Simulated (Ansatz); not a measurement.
# Al (Fm-3m) in Ansatz: a series of runs

One crystal, Al, is run at these levels: SVWN5; tasks: single point, equation of state.

Program: Ansatz 0.2.0. These are calculated values, not measurements. Logs are shortened: lines on timing, memory, paths and dates and some standing lists are left out, and cuts for length are marked.

**Experimental background.**

“The interpretation of polycrystalline coherent inelastic neutron scattering from aluminium”, 2013, pmc:3831299 quotes, for a bulk crystal of Al: bulk modulus 76.9 GPa.

How close the calculation comes is told below.

### 1 The structure

Symmetry: Fm-3m, No. 225, cubic system. Conventional cell: a = 4.050 Å, b = 4.050 Å, c = 4.050 Å, α = 90.00°, β = 90.00°, γ = 90.00°. Al (site symmetry m-3m) has 12 Al at 2.86 Å as nearest neighbours.

### 2 Single point, SVWN5, 15.61 Å³/atom (volume scaled by 0.94)

The input, input.yaml:

```yaml
crystal:
  lattice:
    - [0.0, 1.9834708509, 1.9834708509]
    - [1.9834708509, 0.0, 1.9834708509]
    - [1.9834708509, 1.9834708509, 0.0]
  atoms:
    - { symbol: Al, position: [0.0, 0.0, 0.0] }
hamiltonian:
  xc: { exchange: slater, correlation: vwn5 }
  pseudopotentials: { kind: paw }
kpoints:
  mp_grid: { grid: [11, 11, 11] }
scf:
  occupations: { method: fermi_dirac, width: 0.05 }
output:
  forces: true
  stress: true
  eigenvalues: true
```

Potentials or basis: Ansatz PAW.

On the command line:

```sh
> ansatz run input.yaml --threads 2 --pin off --max-ram 5120MiB --backend cpu --events-out ev --progress --plain --runs-dir out
```

Standard output:

```text
Warning: RAYON_NUM_THREADS=2 ignored (pool sized by the plan → 2); use --threads N
Engine: ansatz 0.2.0, aarch64-unknown-linux-gnu
Pseudopotentials: kind: paw
Pseudopotential: Al, paw, valence charge 3, recommended cutoff 420 eV (normal), Al.paw.azcp
Functional definition: unnamed
  exchange = slater_x
  correlation = vwn5_c
Crystal: 1 atoms, lattice volume = 15.607 Å³
Basis set: ecut = 420 eV, 307 PW (Γ)
Bands: 6, of which v1, the nominal top of the filled ones, is band 2 counted from 1 (1 counted from 0)
Symmetry: 48 space group operations
Space group: Fm-3m (ITA 225), of the structure as read, at distance tolerance 2.5e-5 Å
k-points: 56 of 1331
Non-local potential: Al, projectors of the file, l = 0: 2, l = 1: 2, l = 2: 1
PAW form: soft (Blöchl's): semilocal exchange-correlation on the pseudo side does not see the compensation charge
PAW frozen core: Al, regenerated for the run's functional, and the local potential with it (the file was generated under x = pbe(κ = 0.804, μ = 0.2195149727645171), c = pbe(β = 0.06672455060314922))
PAW one-centre angular grid: Al, 110 points (default); XC on 64 Gauss nodes
Initial density: superposition of atomic densities (neutral atoms: chi_scale 0, normalization atom), corrected by the library's trained network
Initial wavefunctions: pseudopotential atomic-orbital guess
Functional: x = slater, c = vwn5
SCF iter   1: F=—  HF=-513.011032 eV  |F-HF|=—  |Δ(HF+E_count)|=         —  Δρ=3.61e-3  dr2=1.90e-3  ethr=1.77e-3  ⟨swp⟩=4.9  Hψ=3013  notcnv=0
preconditioner: auto → none  [metal: Δε(μ)=0.051 eV  Ē_g=13.606 eV  σ=0.050 eV  W_gap=0.25  n_scr=0 (ndim 8)  ℏωp=16.3 eV  f_vac=0.000  D(μ)=0.53/eV (n_scr^D=0)]
SCF iter   2: F=—  HF=-513.010354 eV  |F-HF|=—  |Δ(HF+E_count)|=   6.78e-4  Δρ=1.65e-3  dr2=3.82e-4  ethr=6.32e-5  ⟨swp⟩=1.0  Hψ=786  notcnv=0  defer=1
SCF iter   3: F=—  HF=-513.010195 eV  |F-HF|=—  |Δ(HF+E_count)|=   1.59e-4  Δρ=4.39e-5  dr2=1.57e-7  ethr=1.27e-5  ⟨swp⟩=2.0  Hψ=387  notcnv=0  defer=1
SCF iter   4: F=—  HF=-513.010195 eV  |F-HF|=—  |Δ(HF+E_count)|=   3.42e-7  Δρ=4.46e-6  dr2=1.94e-9  ethr=5.22e-9  ⟨swp⟩=1.1  Hψ=321  notcnv=0  defer=1
iter 5 did not close the SCF: its close was put off for the readings that it lacked (scf_convergence_deferred on its scf_iter line)
SCF iter   5: F=-513.010195 eV  HF=-513.010195 eV  |F-HF|=1.14e-13  |Δ(HF+E_count)|=  1.72e-10  Δρ=9.70e-8  dr2=5.51e-13  ethr=6.48e-11  ⟨swp⟩=1.9  Hψ=378  notcnv=0  defer=1
SCF iter   6: F=-513.010195 eV  HF=-513.010195 eV  |F-HF|=2.27e-13  |Δ(HF+E_count)|=  1.14e-12  Δρ=3.97e-9  dr2=1.18e-15  ethr=1.00e-12  ⟨swp⟩=2.4  Hψ=1151  notcnv=0
SCF 1 converged in 6 iterations: F = -513.010195 eV  dr2 = 1.18e-15
SCF converged after 6 iterations
Free energy (F): -513.010195 eV
Harris-Foulkes:  -513.010195 eV  (|F-HF|=2.27e-13)
Internal energy: -513.006271 eV  (E = F + TS)
E sigma→0 (E₀):  -513.008233 eV
Entropy (-TS):   -0.003924 eV (-3.924 meV/atom)
Fermi energy:    8.322140 eV
--- Per-component energies (eV) ---
  E_band       = 11.274244
  E_kinetic    = 23.681613
  E_local      = 10.130301  (includes V_loc(G=0)·N_el)
  E_nonlocal   = 11.086236
  E_hartree    = 0.108701
  E_xc         = -39.718486
  E_vxc        = -29.775360  (∫ρ·V_xc dr)
  E_paw        = -443.458222  (= ΣΔE_a)
  E_vpaw       = -4.065943  (= ΣTr[D̂ρ^β])
  E_aug_tail   = -0.000004  (compensation charges beyond the density's cutoff)
  E_ewald      = -74.891887
  E_core_change = 0.055478  (= ΣΔE_core)
  E_smearing   = -0.003924  (= −TS)
  E_closure    = 0.000000  (closes the sum)
  Σ components = -513.010195   (vs F -513.010195, Δ=0.00e0)
--- Forces (eV/Å), atoms counted from 1 ---
  atom   1  Al     0.00000000     0.00000000     0.00000000
  max |Σ_I F_I| component: 3.70e-32 eV/Å
--- Stress (GPa, compression-positive) ---
        1.150332      -0.000000       0.000000
        0.000000       1.150332      -0.000000
       -0.000000      -0.000000       1.150332
  P = ⅓ Tr σ = 1.1503 GPa (11.503 kbar)
--- Band table (eV; the first three rows and the last of 56) ---
  k-point 0: bands = ["-3.1632", "21.0776", "21.0776", "21.0776", "22.9584", "22.9584"]
  k-point 1: bands = ["-2.9308", "18.2302", "20.5227", "20.5227", "23.5808", "23.8582"]
  k-point 2: bands = ["-2.2361", "14.5130", "19.8264", "19.8264", "23.3428", "24.5841"]
  k-point 55: bands = ["6.8657", "7.1254", "8.6225", "10.6361", "22.5973", "25.5559"]
```

Wall time 0.3 s (2 threads of Arm Neoverse V2, shared host); peak memory 0.23 GiB.

What came out:

* Free energy: -513.0102 eV
* Pressure: 1.2 GPa
* Band gap on the k mesh: none (metal or under the smearing width)

Caveat: the PAW data sets come from PBE, with cores solved anew for the run's functional, which leaves a small shift of forces and pressure.

### 3 Single point, SVWN5, 15.94 Å³/atom (volume scaled by 0.96)

input.yaml, as its differences from that of step 2:

```diff
@@ -2,5 +2,5 @@
   lattice:
-    - [0.0, 1.9834708509, 1.9834708509]
-    - [1.9834708509, 0.0, 1.9834708509]
-    - [1.9834708509, 1.9834708509, 0.0]
+    - [0.0, 1.9974394157, 1.9974394157]
+    - [1.9974394157, 0.0, 1.9974394157]
+    - [1.9974394157, 1.9974394157, 0.0]
   atoms:
@@ -18 +18,5 @@
   eigenvalues: true
+  write_density: true
+  write_potential: true
+  elf: true
+  volumetric_format: npy
```

Potentials or basis: Ansatz PAW.

On the command line:

```sh
> ansatz run input.yaml --threads 2 --pin off --max-ram 5120MiB --backend cpu --events-out ev --progress --plain --runs-dir out
```

Run time: 0.36 s. Hardware: 2 threads of Arm Neoverse V2, shared host; peak memory 0.24 GiB.

Results (log left out):

```yaml
Free_energy: -513.0107 eV
Pressure: -0.7 GPa
Band_gap_on_the_k_mesh: none (metal or under the smearing width)
```

Caveat: the PAW data sets come from PBE, with cores solved anew for the run's functional, which leaves a small shift of forces and pressure.

### 4 Single point, SVWN5, 16.27 Å³/atom (volume scaled by 0.98)

The input, input.yaml:

```yaml
crystal:
  lattice:
    - [0.0, 2.0112152952, 2.0112152952]
    - [2.0112152952, 0.0, 2.0112152952]
    - [2.0112152952, 2.0112152952, 0.0]
  atoms:
    - { symbol: Al, position: [0.0, 0.0, 0.0] }
hamiltonian:
  xc: { exchange: slater, correlation: vwn5 }
  pseudopotentials: { kind: paw }
kpoints:
  mp_grid: { grid: [11, 11, 11] }
scf:
  occupations: { method: fermi_dirac, width: 0.05 }
output:
  forces: true
  stress: true
  eigenvalues: true
```

On the command line:

```sh
> ansatz run input.yaml --threads 2 --pin off --max-ram 5120MiB --backend cpu --events-out ev --progress --plain --runs-dir out
```

Wall time 0.29 s (2 threads of Arm Neoverse V2, shared host); peak memory 0.23 GiB.

The run converged. Its results:

* Free energy: -513.0076 eV
* Pressure: -2.3 GPa
* Band gap on the k mesh: none (metal or under the smearing width)

Caveat: the PAW data sets come from PBE, with cores solved anew for the run's functional, which leaves a small shift of forces and pressure.

### 5 Single point, SVWN5, 16.60 Å³/atom

input.yaml, as its differences from that of step 4:

```diff
@@ -2,5 +2,5 @@
   lattice:
-    - [0.0, 2.0112152952, 2.0112152952]
-    - [2.0112152952, 0.0, 2.0112152952]
-    - [2.0112152952, 2.0112152952, 0.0]
+    - [0.0, 2.024805, 2.024805]
+    - [2.024805, 0.0, 2.024805]
+    - [2.024805, 2.024805, 0.0]
   atoms:
```

On the command line:

```sh
> ansatz run input.yaml --threads 2 --pin off --max-ram 5120MiB --backend cpu --events-out ev --progress --plain --runs-dir out
```

Run time: 0.3 s. Hardware: 2 threads of Arm Neoverse V2, shared host; peak memory 0.23 GiB.

It converged, with:

```yaml
Free_energy: -513.0013 eV
Pressure: -3.7 GPa
Band_gap_on_the_k_mesh: none (metal or under the smearing width)
```

Caveat: the PAW data sets come from PBE, with cores solved anew for the run's functional, which leaves a small shift of forces and pressure.

### 6 Single point, SVWN5, 16.93 Å³/atom (volume scaled by 1.02)

input.yaml, as its differences from that of step 5:

```diff
@@ -2,5 +2,5 @@
   lattice:
-    - [0.0, 2.024805, 2.024805]
-    - [2.024805, 0.0, 2.024805]
-    - [2.024805, 2.024805, 0.0]
+    - [0.0, 2.0382146954, 2.0382146954]
+    - [2.0382146954, 0.0, 2.0382146954]
+    - [2.0382146954, 2.0382146954, 0.0]
   atoms:
```

Potentials or basis: Ansatz PAW.

On the command line:

```sh
> ansatz run input.yaml --threads 2 --pin off --max-ram 5120MiB --backend cpu --events-out ev --progress --plain --runs-dir out
```

Run time: 0.3 s. Hardware: 2 threads of Arm Neoverse V2, shared host; peak memory 0.23 GiB.

The run converged. Its results:

- Free energy: -512.9922 eV
- Pressure: -5.0 GPa
- Band gap on the k mesh: none (metal or under the smearing width)

Caveat: the PAW data sets come from PBE, with cores solved anew for the run's functional, which leaves a small shift of forces and pressure.

### 7 Single point, SVWN5, 17.27 Å³/atom (volume scaled by 1.04)

input.yaml, as its differences from that of step 6:

```diff
@@ -2,5 +2,5 @@
   lattice:
-    - [0.0, 2.0382146954, 2.0382146954]
-    - [2.0382146954, 0.0, 2.0382146954]
-    - [2.0382146954, 2.0382146954, 0.0]
+    - [0.0, 2.0514502267, 2.0514502267]
+    - [2.0514502267, 0.0, 2.0514502267]
+    - [2.0514502267, 2.0514502267, 0.0]
   atoms:
```

On the command line:

```sh
> ansatz run input.yaml --threads 2 --pin off --max-ram 5120MiB --backend cpu --events-out ev --progress --plain --runs-dir out
```

Run time: 0.3 s. Hardware: 2 threads of Arm Neoverse V2, shared host; peak memory 0.23 GiB.

The run converged. Its results:

| Quantity | Value |
| --- | --- |
| Free energy | -512.9806 eV |
| Pressure | -6.2 GPa |
| Band gap on the k mesh | none (metal or under the smearing width) |

Caveat: the PAW data sets come from PBE, with cores solved anew for the run's functional, which leaves a small shift of forces and pressure.

### 8 Single point, SVWN5, 17.60 Å³/atom (volume scaled by 1.06)

input.yaml, as its differences from that of step 7:

```diff
@@ -2,5 +2,5 @@
   lattice:
-    - [0.0, 2.0514502267, 2.0514502267]
-    - [2.0514502267, 0.0, 2.0514502267]
-    - [2.0514502267, 2.0514502267, 0.0]
+    - [0.0, 2.0645171409, 2.0645171409]
+    - [2.0645171409, 0.0, 2.0645171409]
+    - [2.0645171409, 2.0645171409, 0.0]
   atoms:
@@ -18 +18,5 @@
   eigenvalues: true
+  write_density: true
+  write_potential: true
+  elf: true
+  volumetric_format: npy
```

On the command line:

```sh
> ansatz run input.yaml --threads 2 --pin off --max-ram 5120MiB --backend cpu --events-out ev --progress --plain --runs-dir out
```

Wall time 0.37 s (2 threads of Arm Neoverse V2, shared host); peak memory 0.24 GiB.

The run converged. Its results:

| Quantity | Value |
| --- | --- |
| Free energy | -512.9668 eV |
| Pressure | -7.2 GPa |
| Band gap on the k mesh | none (metal or under the smearing width) |

Caveat: the PAW data sets come from PBE, with cores solved anew for the run's functional, which leaves a small shift of forces and pressure.

### 9 Equation of state, SVWN5

Potentials or basis: Ansatz PAW.

No new run: the results of the series are fitted here.

What came out:

```
Equilibrium volume                      : 15.81 Å³/atom
Bulk modulus                            : 86 GPa
Pressure derivative of the bulk modulus : 4.6
```

Energy against volume, from the lowest point:
```csv
volume (Å³/atom),energy (meV/atom)
15.607,0.47
15.939,0.00
16.271,3.09
16.603,9.34
16.935,18.44
17.267,30.04
17.599,43.85
```

### 10 Comparison with measurements

Step 9. A measured bulk modulus of Al is 76.9 GPa (quoted in “The interpretation of polycrystalline coherent inelastic neutron scattering from aluminium”, 2013, pmc:3831299); the calculated 86 GPa misses it by +11.4 %. The fit is for a static lattice scaled at fixed shape and fixed fractional positions. The cell as given is a measured one (16.60 Å³/atom); SVWN5 puts the equilibrium volume -4.8 % from it, thermal expansion not counted.
